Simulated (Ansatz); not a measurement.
## Ni under pressure: fit and missing row

Ni, Fm-3m, a = 3.463 Å. Ansatz: PBEsol, PAW, 420 eV, Γ-centred 20×20×20 mesh on 1 atom, Gaussian smearing 0.10 eV; collinear spin, largest moment 0.7 μB. Cell and atoms are relaxed at each pressure, and no other structure is tried, so the rows at high pressure may lie past a change of phase.

```
V (Å³/atom) P (GPa)
      9.143    40.00
      9.657    20.00
      9.984    10.00
     10.170     5.08
     10.295     2.02
     10.384     0.00
          ?    -1.97
```

Problem. Take V0 = 10.384 Å³/atom, fit the third-order Birch–Murnaghan form to the other rows, and predict the missing volume.

Solution. With the Eulerian strain f = ½[(V0/V)^(2/3) − 1] and y = P/[3f(1 + 2f)^(5/2)], the form is the line y = B0 + 1.5 B0 (B0′ − 4) f. Rows (f, y): 0.04428, 243.6; 0.02479, 238.3; 0.01327, 235.3; 0.00699, 234.0; 0.00288, 230.5. Means f = 0.01844, y = 236.34; Σ(Δf)² = 0.001108, ΣΔfΔy = 0.3231; the slope is their ratio. y = 231.0 + 291.6 f GPa, so B0 = 231.0 GPa and B0′ = 4 + 2 × (291.6)/(3 × 231.0) = 4.84. P = -1.97 GPa is met at f = -0.00289 (y = 230.16), so V = V0 (1 + 2f)^(−3/2) = 10.475 Å³/atom. The run gave 10.475 Å³/atom, the same to the digits shown.